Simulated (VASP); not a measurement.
Output of a VASP run:

### OSZICAR
```
       N       E                     dE             d eps       ncg     rms          rms(c)
DAV:   1     0.175944629410E+02    0.17594E+02   -0.28366E+03   464   0.724E+02
DAV:   2    -0.790542885722E+01   -0.25500E+02   -0.25202E+02   576   0.894E+01
DAV:   3    -0.855343022811E+01   -0.64800E+00   -0.64800E+00   640   0.176E+01
DAV:   4    -0.855714109835E+01   -0.37109E-02   -0.37109E-02   680   0.166E+00
DAV:   5    -0.855715490618E+01   -0.13808E-04   -0.13808E-04   616   0.824E-02    0.322E+00
DAV:   6    -0.847231103122E+01    0.84844E-01   -0.10802E-01   512   0.157E+00    0.197E+00
DAV:   7    -0.844559392306E+01    0.26717E-01   -0.94787E-02   576   0.165E+00    0.454E-01
DAV:   8    -0.844681957772E+01   -0.12257E-02   -0.76959E-03   472   0.522E-01    0.106E-01
DAV:   9    -0.844724779078E+01   -0.42821E-03   -0.60368E-04   632   0.166E-01    0.281E-02
DAV:  10    -0.844734796960E+01   -0.10018E-03   -0.10126E-04   544   0.642E-02    0.107E-02
DAV:  11    -0.844738756428E+01   -0.39595E-04   -0.87636E-05   528   0.627E-02    0.711E-03
DAV:  12    -0.844738781227E+01   -0.24798E-06   -0.11039E-06   632   0.853E-03    0.199E-03
DAV:  13    -0.844738794302E+01   -0.13075E-06   -0.24373E-07   560   0.335E-03    0.143E-03
DAV:  14    -0.844738804964E+01   -0.10663E-06   -0.82356E-08   488   0.179E-03    0.987E-05
DAV:  15    -0.844738805703E+01   -0.73897E-08   -0.38119E-09   240   0.467E-04
   1 F= -.84473881E+01 E0= -.84473881E+01  d E =0.000000E+00
```

File OUTCAR:
```
------------------------ aborting loop because EDIFF is reached ----------------------------------------
  FORCE on cell =-STRESS in cart. coord.  units (eV):
  Direction    XX          YY          ZZ          XY          YZ          ZX
  --------------------------------------------------------------------------------------
  Total        0.0003844      0.0003844      0.0003844      0.0000000      0.0000000      0.0000000
  in kB        0.0104367      0.0104367      0.0104367      0.0000000      0.0000000      0.0000000
  external PRESSURE =       0.0104367 kB  Pullay stress =       0.0000000 kB
  volume of cell :       59.00
      direct lattice vectors                 reciprocal lattice vectors
     0.000000000  3.089926878  3.089926878    -0.161816127  0.161816127  0.161816127
     3.089926878  0.000000000  3.089926878     0.161816127 -0.161816127  0.161816127
     3.089926878  3.089926878  0.000000000     0.161816127  0.161816127 -0.161816127
 POSITION                                       TOTAL-FORCE (eV/Angst)
 -----------------------------------------------------------------------------------
      0.00000      0.00000      0.00000         0.000000      0.000000      0.000000
      1.54496      1.54496      1.54496        -0.000000     -0.000000     -0.000000
 -----------------------------------------------------------------------------------
    total drift:                                0.000000      0.000000      0.000000
  FREE ENERGIE OF THE ION-ELECTRON SYSTEM (eV)
  ---------------------------------------------------
  free  energy   TOTEN  =        -8.4473880570 eV

  energy  without entropy=       -8.4473880570  energy(sigma->0) =       -8.44738806

 total charge

# of ion       s       p       d       tot
------------------------------------------
    1        0.415   0.349   0.000   0.764
    2        1.112   1.408   0.022   2.543
--------------------------------------------------
tot          1.527   1.758   0.022   3.307
```
(Selected blocks of OUTCAR.)

**POSCAR**
```
AlSb
1
   -0.0000000000     3.0899268784     3.0899268784
    3.0899268784     0.0000000000     3.0899268784
    3.0899268784     3.0899268784     0.0000000000
Al Sb
1 1
Direct
  0.0000000000   0.0000000000   0.0000000000
  0.2500000000   0.2500000000   0.2500000000
```

### Question
Reconstruct the remaining input files.

### Answer
One answer among several that fit: the input of the run itself, AM05 GGA, plane waves, VASP's PBE PAW potentials (set 64).

**INCAR**
```
SYSTEM  =  AlSb
PREC  =  Accurate; ENCUT  =  520; LREAL  =  .False.
LASPH  =  .True.
EDIFF  =  1E-7; NELM  =  100; ALGO  =  Normal
LMAXMIX  =  4
ISMEAR  =  -5
GGA  =  AM
ISIF  =  2
LWAVE  =  .False.; LCHARG  =  .True.; LORBIT  =  11
NEDOS  =  601
```

**KPOINTS**
```
Automatic
0
gamma
 8 8 8
0 0 0
```

POTCAR, in this order: Al Sb (PBE.64 set). Program: vasp_std.

The compound is AlSb in the zinc blende structure. It was relaxed first.
